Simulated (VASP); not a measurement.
# HC18 in VASP: further runs

Runs on HC18. Level: PBEsol. Tasks: single point.

Everything below comes from runs of VASP 6.6.1. Logs are shortened: lines on timing, memory, paths and dates and some standing lists are left out, and cuts for length are marked.

**1. Starting point**

The cell holds a slab with vacuum, 19 atoms: a = 7.398 Å, b = 7.398 Å, c = 12.000 Å, α = 90.00°, β = 90.00°, γ = 120.00°.

The cell was built by a generator and needn't be a form met in nature.

**2. Single point, PBEsol, collinear spin, typed start**

File INCAR:

```
SYSTEM = HC18
ALGO = Normal
EDIFF = 1E-6
ENCUT = 520
GGA = PS
ISIF = 2
ISMEAR = 0
ISPIN = 2
LASPH = .True.
LCHARG = .True.
LELF = .True.
LORBIT = 11
LREAL = Auto
LVHAR = .True.
LWAVE = .False.
MAGMOM = 0 0 0 0 0 0 0 0 0 0 0 0 0 0 0 0 0 0 1
NBANDS = 56
NELM = 150
PREC = Accurate
SIGMA = 0.02
```

File KPOINTS:

```
k-points
0
Gamma
  2 2 1
  0 0 0
```

File POSCAR:

```
HC18
1.0
    7.3980000000      0.0000000000      0.0000000000
   -3.6990000000      6.4068560000      0.0000000000
    0.0000000000      0.0000000000     12.0000000000
C H
18 1
Direct
   -0.0042658293     -0.0007889235      0.0805222514
    0.2187287105      0.1097431421      0.0811405384
   -0.0042668360      0.3311596601      0.0805226826
    0.2187283649      0.4436220793      0.0811392320
   -0.0033128045      0.6656627524      0.1015239719
    0.2244077477      0.7795197781      0.0834382721
    0.3311900715     -0.0007904188      0.0805271793
    0.5526110597      0.1097387215      0.0781465695
    0.3300210362      0.3323294552      0.0808223060
    0.5526075376      0.4436218951      0.0811416073
    0.3311904694      0.6666171823      0.0805249437
    0.5526110077      0.7775090849      0.0781439217
    0.6633541200     -0.0010042874      0.0778114089
    0.8848400897      0.1097384812      0.0781421515
    0.6631405914      0.3311600451      0.0805271180
    0.8828308151      0.4379423722      0.0834355027
    0.6631394940      0.6666162133      0.0805244064
    0.8828267246      0.7795220369      0.0834320110
    0.9966842298      0.6656663299      0.1960333257
```

Potentials or basis: VASP PAW PBE potentials, release 64 (C, H).

Started as:

```bash
$ cat potpaw_PBE.64/C/POTCAR potpaw_PBE.64/H/POTCAR > POTCAR
$ mpirun -np 1 vasp_std > vasp.out
```

OUTCAR:

```text
SYSTEM = HC18
   EDIFF = 1E-6
   ENCUT = 520
   GGA = PS
   ISIF = 2
   ISMEAR = 0
   ISPIN = 2
   LASPH = .True.
   LORBIT = 11
   LREAL = Auto
   NELM = 150
   PREC = Accurate

 ion  position               nearest neighbor table
   1  0.996  0.999  0.081-  18 1.41  14 1.42   2 1.43
   2  0.219  0.110  0.081-   9 1.43   1 1.43   7 1.43
   3  0.996  0.331  0.081-  16 1.41  14 1.42   4 1.43
   4  0.219  0.444  0.081-   9 1.43  11 1.43   3 1.43
   5  0.997  0.666  0.102-  19 1.13   6 1.48  16 1.48  18 1.48
   6  0.224  0.780  0.083-  11 1.41   7 1.41   5 1.48
   7  0.331  0.999  0.081-   6 1.41   8 1.42   2 1.43
   8  0.553  0.110  0.078-   7 1.42  15 1.42  13 1.42
   9  0.330  0.332  0.081-   4 1.43   2 1.43  10 1.43
  10  0.553  0.444  0.081-   9 1.43  17 1.43  15 1.43
  11  0.331  0.667  0.081-   6 1.41  12 1.42   4 1.43
  12  0.553  0.778  0.078-  11 1.42  17 1.42  13 1.42
  13  0.663  0.999  0.078-  14 1.42   8 1.42  12 1.42
  14  0.885  0.110  0.078-   3 1.42   1 1.42  13 1.42
  15  0.663  0.331  0.081-  16 1.41   8 1.42  10 1.43
  16  0.883  0.438  0.083-   3 1.41  15 1.41   5 1.48
  17  0.663  0.667  0.081-  18 1.41  12 1.42  10 1.43
  18  0.883  0.780  0.083-  17 1.41   1 1.41   5 1.48
  19  0.997  0.666  0.196-   5 1.13

  LATTYP: Found a hexagonal cell.
 ALAT       =     7.3980000000
 C/A-ratio  =     1.6220600162

  Lattice vectors:

 A1 = (   7.3980000000,   0.0000000000,   0.0000000000)
 A2 = (  -3.6990000000,   6.4068560000,   0.0000000000)
 A3 = (   0.0000000000,   0.0000000000,  12.0000000000)

Analysis of symmetry for initial positions (statically):
=====================================================================
 Subroutine PRICEL returns:
 Original cell was already a primitive cell.

 Routine SETGRP: Setting up the symmetry group for a
 hexagonal supercell.

 Subroutine GETGRP returns: Found  2 space group operations
 (whereof  1 operations were pure point group operations)
 out of a pool of 24 trial point group operations.

The static configuration has the point symmetry C_1 .
 The point group associated with its full space group is C_1h.

Analysis of symmetry for dynamics (positions and initial velocities):
=====================================================================
 Subroutine PRICEL returns:
 Original cell was already a primitive cell.

 Routine SETGRP: Setting up the symmetry group for a
 hexagonal supercell.

 Subroutine GETGRP returns: Found  2 space group operations
 (whereof  1 operations were pure point group operations)
 out of a pool of 24 trial point group operations.

The dynamic configuration has the point symmetry C_1 .
 The point group associated with its full space group is C_1h.

Analysis of structural, dynamic, and magnetic symmetry:
=====================================================================
 Subroutine PRICEL returns:
 Original cell was already a primitive cell.

 Routine SETGRP: Setting up the symmetry group for a
 hexagonal supercell.

 Subroutine GETGRP returns: Found  2 space group operations
 (whereof  1 operations were pure point group operations)
 out of a pool of 24 trial point group operations.

The overall configuration has the point symmetry C_1 .
 The point group associated with its full space group is C_1h.

 Subroutine INISYM returns: Found  2 space group operations
 (whereof  1 operations are pure point group operations),
 and found     1 'primitive' translations

----------------------------------------------------------------------------------------

                                     Primitive cell

  volume of cell :     568.7750

  direct lattice vectors                    reciprocal lattice vectors
     7.398000000  0.000000000  0.000000000     0.135171668  0.078041398  0.000000000
    -3.699000000  6.406856000  0.000000000     0.000000000  0.156082796  0.000000000
     0.000000000  0.000000000 12.000000000     0.000000000  0.000000000  0.083333333

  length of vectors
     7.398000000  7.398000054 12.000000000     0.156082797  0.156082796  0.083333333

  position of ions in fractional coordinates (direct lattice)
[... 77 lines left out ...]
   dimension x,y,z NGXF=   112 NGYF=  112 NGZF=  180
   ions per type =              18   1
   NGX,Y,Z   is equivalent  to a cutoff of  12.58, 12.58, 12.47 a.u.
   NGXF,Y,Z  is equivalent  to a cutoff of  25.17, 25.17, 24.94 a.u.
 SYSTEM =  HC18
   PREC   = accura    normal or accurate (medium, high low for compatibility)
   ISTART =      0    job   : 0-new  1-cont  2-samecut
   ICHARG =      2    charge: 1-file 2-atom 10-const
   ISPIN  =      2    spin polarized calculation?
   LNONCOLLINEAR =      F non collinear calculations
   LSORBIT =      F    spin-orbit coupling
   LASPH  =      T    aspherical Exc in radial PAW
   ENCUT  =  520.0 eV  38.22 Ry    6.18 a.u.  13.76 13.76 22.31*2*pi/ulx,y,z
   NELM   =    150;   NELMIN=  2; NELMDL= -5     # of ELM steps
   EDIFF  = 0.1E-05   stopping-criterion for ELM
   LREAL  =      T    real-space projection
   EDIFFG = 0.1E-04   stopping-criterion for IOM
   NSW    =      0    number of steps for IOM
   IBRION =     -1    ionic relax: 0-MD 1-quasi-New 2-CG
   NFREE  =      0    steps in history (QN), initial steepest desc. (CG)
   ISIF   =      2    stress and relaxation
   ISYM   =      2    0-nonsym 1-usesym 2-fastsym
   POTIM  = 0.5000    time-step for ionic-motion
   TEBEG  =    0.0;   TEEND  =   0.0 temperature during run
   PSTRESS=    0.0 pullay stress
   NELECT =      73.0000    total number of electrons
   NUPDOWN=      -1.0000    fix difference up-down
   EMIN   =  10.00;   EMAX   =-10.00  energy-range for DOS
   EFERMI =   0.00;   METHOD = LEGACY
   ISMEAR =     0;   SIGMA  =   0.02  broadening in eV -4-tet -1-fermi 0-gaus
   EFERMI_NEDOS =   21; number of points for ismear=-14 and -15
   IALGO  =     38    algorithm
   IMIX   =      4    mixing-type and parameters
     AMIX     =   0.40;   BMIX     =  1.00
     AMIX_MAG =   1.60;   BMIX_MAG =  1.00
  volume/ion in A,a.u.               =      29.94       202.01
  Fermi-wavevector in a.u.,A,eV,Ry     =   0.825789  1.560514  9.278180  0.681927
  Thomas-Fermi vector in A             =   1.937708
   LORBIT       =     11    0 simple, 1 ext, 2 COOP (PROOUT), +10 PAW based schemes
   GGA     = PS    functional components
   LHFCALC =     F    Hartree Fock is set to
   AEXX    =    0.0000 exact exchange contribution
   IVDW    =     0    specifies the selected vdW correction
   LEPSILON=     F    determine dielectric tensor
   LRPA    =     F    only Hartree local field effects (RPA)
 spin polarized calculation
 Gauss-broadening in eV      SIGMA  =   0.02
  energy-cutoff  :      520.00
  volume of cell :      568.78
 maximum number of plane-waves:     15363
 NGX is ok and might be reduce to    56
   NGX = 27   NGY = 27   NGZ = 45

 number of electron      73.0000002 magnetization      -0.0000013

 number of electron      73.0000002 magnetization       0.0000092

 Free energy of the ion-electron system (eV)
  ---------------------------------------------------
  ext. energy  EPLUGINS =         0.00000000
  ---------------------------------------------------
  free energy    TOTEN  =      -175.13145099 eV

  energy without entropy =     -175.13145087  energy(sigma->0) =     -175.13145093

 E-fermi :  -1.4931     XC(G=0):  -3.6123

 val. band max:       -1.5588783421   @ k =   0.0000   0.0000   0.0000
 cond. band min:      -1.4242312990   @ k =   0.5000   0.5000   0.0000
 fundamental gap:      0.1346470431
 Fermi energy:        -1.4931209464

 spin component 1

 k-point     1 :       0.0000    0.0000    0.0000
  band No.  band energies     occupation
      1     -21.1609      1.00000
      2     -18.8369      1.00000
      3     -18.5792      1.00000
      4     -18.5792      1.00000
      5     -18.4628      1.00000
      6     -18.4502      1.00000
[... 142 lines left out ...]
     47       4.1279      0.00000
     48       4.2755      0.00000
 Fermi energy:        -1.4931209464

 spin component 2

 k-point     1 :       0.0000    0.0000    0.0000
  band No.  band energies     occupation
      1     -21.1609      1.00000
      2     -18.8369      1.00000
      3     -18.5792      1.00000
      4     -18.5792      1.00000
      5     -18.4628      1.00000
      6     -18.4502      1.00000
[... 142 lines left out ...]
     47       4.1271      0.00000
     48       4.2736      0.00000
 [bands above 48 left out]

------------------------ aborting loop because EDIFF is reached ----------------------------------------

  FORCE on cell =-STRESS in cart. coord.  units (eV):
  Direction    XX          YY          ZZ          XY          YZ          ZX
  --------------------------------------------------------------------------------------
  -------------------------------------------------------------------------------------
  Total        1.7560640      1.7496588     -0.0860609     -0.0055471      0.0012666     -0.0021940
  in kB        4.9466408      4.9285982     -0.2424242     -0.0156254      0.0035679     -0.0061801
  external PRESSURE =       3.2109382 kB  Pullay stress =       0.0000000 kB

 VOLUME and BASIS-vectors are now :
 -----------------------------------------------------------------------------
  energy-cutoff  :      520.00
  volume of cell :      568.78
      direct lattice vectors                 reciprocal lattice vectors
     7.398000000  0.000000000  0.000000000     0.135171668  0.078041398  0.000000000
    -3.699000000  6.406856000  0.000000000     0.000000000  0.156082796  0.000000000
     0.000000000  0.000000000 12.000000000     0.000000000  0.000000000  0.083333333

 POSITION                                       TOTAL-FORCE (eV/Angst)
 -----------------------------------------------------------------------------------
      3.67036      6.40180      0.96627         0.004479      0.002499      0.000030
      1.21222      0.70311      0.97369         0.000254     -0.004465      0.003342
      6.14147      2.12169      0.96627         0.002925      0.008988     -0.000370
     -0.02281      2.84222      0.97367        -0.006647      0.003838      0.000594
      4.91121      4.26481      1.21829         0.001113     -0.000643     -0.020679
     -1.22328      4.99427      1.00126         0.000489     -0.008422     -0.006173
[... 11 lines left out ...]
      3.64770      4.99429      1.00118         0.009759     -0.005634     -0.007876
      4.91117      4.26483      2.35240         0.000058     -0.000034      0.040204
 -----------------------------------------------------------------------------------
    total drift:                                0.001214      0.004681      0.045941

  FREE ENERGIE OF THE ION-ELECTRON SYSTEM (eV)
  ---------------------------------------------------
  free  energy   TOTEN  =      -175.1314509867 eV

  energy  without entropy=     -175.1314508703  energy(sigma->0) =     -175.13145093

 total charge

# of ion       s       p       d       tot
------------------------------------------
    1        0.857   1.801   0.000   2.658
    2        0.857   1.770   0.000   2.627
    3        0.857   1.801   0.000   2.659
    4        0.857   1.770   0.000   2.627
    5        0.839   1.818   0.000   2.656
    6        0.861   1.768   0.000   2.629
[... 11 lines left out ...]
   18        0.861   1.768   0.000   2.629
   19        0.569   0.042   0.000   0.610
--------------------------------------------------
tot         15.993  32.249   0.000  48.243

 magnetization (x)

# of ion       s       p       d       tot
------------------------------------------
    1       -0.000  -0.000   0.000  -0.000
    2       -0.000  -0.000   0.000  -0.000
    3       -0.000  -0.000   0.000  -0.000
    4       -0.000  -0.000   0.000  -0.000
    5       -0.000  -0.000   0.000  -0.000
    6        0.000   0.000   0.000   0.000
[... 11 lines left out ...]
   18        0.000   0.000   0.000   0.000
   19        0.000  -0.000   0.000   0.000
--------------------------------------------------
tot         -0.000  -0.000   0.000  -0.000
```

It took 4.4 min on 1 thread of Intel Xeon 6975P-C (Granite Rapids), shared host; peak memory 0.82 GiB.

What came out:

```yaml
Free_energy: -175.1315 eV
Largest_force: 0.040 eV/Å
Band_gap_on_the_k_mesh: none (metal or under the smearing width)
Net_moment: 0.00 μB per cell
Valence_electrons_inside_the_program's_atomic_spheres: C 2.66, 2.63, 2.64, 2.65; H 0.61
```

Forces on the atoms (eV/Å):
```
C    0.004  0.002  0.000
C    0.000 -0.004  0.003
C    0.003  0.009  0.000
C   -0.007  0.004  0.001
C    0.001 -0.001 -0.021
C    0.000 -0.008 -0.006
C   -0.005  0.006  0.002
C   -0.009  0.005 -0.002
C    0.003 -0.002  0.003
C    0.004  0.002  0.003
C   -0.006 -0.007  0.000
C   -0.004  0.001 -0.002
C    0.008 -0.005 -0.006
C   -0.003  0.003 -0.002
C   -0.008  0.002  0.002
C    0.008  0.004 -0.006
C    0.000 -0.005  0.000
C    0.010 -0.006 -0.008
H    0.000  0.000  0.040
```

Caveat: the k mesh is coarse (spacing up to 0.49 Å⁻¹), so the values aren't converged; the PAW data sets were made with another functional, which shifts forces and pressure a little.

**3. Single point, PBEsol, collinear spin, zero start**

File INCAR:

```
PREC = Accurate
ENCUT = 520
EDIFF = 1E-6
ISMEAR = 0
SIGMA = 0.02
LREAL = Auto
LASPH = True
NELM = 150
ALGO = Fast
ISIF = 2
LWAVE = False
LCHARG = False
ISPIN = 2
MAGMOM = 0 0 0 0 0 0 0 0 0 0 0 0 0 0 0 0 0 0 0
LORBIT = 11
GGA = PS
NBANDS = 56
```

File KPOINTS:

```
regular mesh
0
Gamma
  2 2 1
```

File POSCAR:

```
HC18
1.0
    7.3980000000      0.0000000000      0.0000000000
   -3.6990000000      6.4068560000      0.0000000000
    0.0000000000      0.0000000000     12.0000000000
C H
18 1
Direct
   -0.0016927898     -0.0003193454      0.0943811667
    0.2251212847      0.1135450836      0.0840074167
   -0.0018312262      0.3336187047      0.0820156667
    0.2207222209      0.4445579860      0.0820833333
   -0.0014787283      0.6650584936      0.0808267500
    0.2208895282      0.7782597268      0.0817886667
    0.3329854749      0.0012945507      0.0819708333
    0.5545411518      0.1121904410      0.0810585000
    0.3323410815      0.3336191730      0.0819902500
    0.5539119900      0.4440059212      0.0807137500
    0.3320103876      0.6671308049      0.0819693333
    0.5542700894      0.7782625363      0.0817915833
    0.6651984147      0.0012881513      0.0819908333
    0.8853138875      0.1135418058      0.0840347500
    0.6653677454      0.3338406544      0.0809279167
    0.8869749841      0.4440029556      0.0807329167
    0.6634283822      0.6650570888      0.0808182500
    0.8838457348      0.7707896041      0.0797107500
    0.9651470658      0.9335555536      0.1846867500
```

Potentials or basis: VASP PAW PBE potentials, release 64 (C, H).

Started as:

```bash
$ cat potpaw_PBE.64/C/POTCAR potpaw_PBE.64/H/POTCAR > POTCAR
$ mpirun -np 1 vasp_std > vasp.out
```

Wall time 9.2 min (1 thread of Intel Xeon 6975P-C (Granite Rapids), shared host); peak memory 0.85 GiB.

The run converged. Its results:

* Free energy: -174.9140 eV
* Largest force: 0.778 eV/Å
* Band gap on the k mesh: none (metal or under the smearing width)
* Net moment: 0.00 μB per cell
* Valence electrons inside the program's atomic spheres: C 2.66, 2.64, 2.63, 2.65, 2.62; H 0.58

Forces on the atoms (eV/Å):
```
C   -0.008 -0.107  0.287
C    0.016 -0.036  0.060
C   -0.001 -0.035  0.016
C    0.003 -0.026  0.011
C   -0.019 -0.036 -0.086
C   -0.004 -0.022 -0.014
C    0.009 -0.033  0.000
C    0.002 -0.031 -0.020
C    0.006 -0.045  0.016
C    0.003 -0.045 -0.031
C   -0.002 -0.024  0.008
C    0.004 -0.030 -0.016
C   -0.010 -0.028  0.001
C   -0.018 -0.037  0.058
C   -0.004 -0.028 -0.032
C   -0.001 -0.042 -0.039
C    0.025 -0.032 -0.086
C   -0.003 -0.122 -0.302
H    0.003  0.759  0.170
```

Levels at points of the mesh, in eV from the Fermi level:
Spin up:
| k point | band 33 | band 34 | band 35 | band 36 | band 37 | band 38 | band 39 | band 40 |
| --- | --- | --- | --- | --- | --- | --- | --- | --- |
| (0.00, 0.00, 0.00) | -3.18 | -3.18 | -1.46 | -0.29 | -0.16 | -0.12 | 2.20 | 3.23 |
| (0.50, 0.00, 0.00) | -2.96 | -2.84 | -2.78 | -2.54 | 0.40 | 1.64 | 2.21 | 2.39 |
| (0.00, 0.50, 0.00) | -2.95 | -2.90 | -2.75 | -2.54 | 0.23 | 1.82 | 2.26 | 2.31 |
| (0.50, 0.50, 0.00) | -2.96 | -2.84 | -2.78 | -2.54 | 0.40 | 1.64 | 2.21 | 2.39 |
Spin down:
| k point | band 33 | band 34 | band 35 | band 36 | band 37 | band 38 | band 39 | band 40 |
| --- | --- | --- | --- | --- | --- | --- | --- | --- |
| (0.00, 0.00, 0.00) | -3.18 | -3.18 | -1.46 | -0.29 | -0.16 | -0.12 | 2.20 | 3.23 |
| (0.50, 0.00, 0.00) | -2.96 | -2.84 | -2.78 | -2.54 | 0.40 | 1.64 | 2.21 | 2.39 |
| (0.00, 0.50, 0.00) | -2.95 | -2.90 | -2.75 | -2.54 | 0.23 | 1.82 | 2.26 | 2.31 |
| (0.50, 0.50, 0.00) | -2.96 | -2.84 | -2.78 | -2.54 | 0.40 | 1.64 | 2.21 | 2.39 |

Caveat: the k mesh is coarse (spacing up to 0.49 Å⁻¹), so the values aren't converged; the PAW data sets were made with another functional, which shifts forces and pressure a little.

(Part 1 of 2 ends here.)
